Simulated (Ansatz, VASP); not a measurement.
## AlB2H2: VASP beside Ansatz

```
Al B H
1.0
     1.59738   -2.41715    0.00000
     1.59738    2.41715    0.00000
     0.00000    0.00000    4.87397
Al B H
1 2 2
Direct
  0.50000 0.50000 0.00000
  0.00000 0.00000 0.66657
  0.00000 0.00000 0.33343
  0.00000 0.50000 0.50000
  0.50000 0.00000 0.50000
```

Alike in both runs: functional PBE; k mesh 14 × 14 × 8; occupations gaussian, width 0.1 eV; no spin polarisation.

Ansatz relaxed the structure, and its values are those at the end. VASP's run is a single point on that final structure, the one shown.

```csv
,VASP,Ansatz
version,VASP 6.6.1,Ansatz 0.2.0
potentials or method,"VASP PAW PBE potentials, release 64 (Al, B, H)","scalar-relativistic, plane waves, PAW"
plane-wave cutoff (eV),520,420
valence electrons in the cell,11,11
```

|  | VASP | Ansatz | Ansatz less VASP |
| --- | --- | --- | --- |
| gap on the k mesh at the Fermi level (eV) | none | none | - |
| pressure (GPa) | -0.1 | 0.0 | +0.14 |
| rms of the force components (eV/Å) | 0.007 | 0.000 | -0.0067 |

A gap of «none» marks a metal or a gap that the smearing closes.
